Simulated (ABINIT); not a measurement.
Crystal: Na.

```xyz
2
Lattice="3.7670 0.0000 0.0000 -1.8835 3.2623 0.0000 0.0000 0.0000 6.1540" Properties=species:S:1:pos:R:3 pbc="T T T"
Na    1.8835    1.0874    4.6155
Na    0.0000    2.1749    1.5385
```

This isn't the form of Na at room conditions, which is bcc.

| Item | Value |
| --- | --- |
| Program | ABINIT 10.8.3 (patched build) |
| Task | single point |
| Functional | PBE |
| Potentials or basis | JTH PAW PBE v2.0 |
| Cutoff | 1088 eV |
| k mesh | 8 × 8 × 5 |
| Occupations | fermi-dirac, width 0.05 eV |
| Spin | no spin polarisation |

On this cell: pressure -0.1 GPa; largest force under 0.003 eV/Å; band gap on the k mesh none (metal or under the smearing width).

The same run follows on a disturbed copy (atoms moved at random, drawn with an rms of 0.05 Å):

```
Na
1.0
     3.76700    0.00000    0.00000
    -1.88350    3.26232    0.00000
     0.00000    0.00000    6.15400
Na
2
Direct
  0.65549 0.32378 0.74990
  0.32296 0.65856 0.24806
```

Q: What does the disturbed cell give?

A: The energy (extrapolated to zero smearing) moves by +0.0 meV/atom; pressure -0.1 GPa; largest force 0.004 eV/Å; band gap on the k mesh none (metal or under the smearing width).

Forces in eV/Å, atoms in the order of the input:
```
Na   0.001 -0.004 -0.002
Na  -0.001  0.004  0.002
```

Stress tensor (GPa, compression positive):
```
-0.07 -0.01  0.00
-0.01 -0.08  0.00
 0.00  0.00 -0.29
```
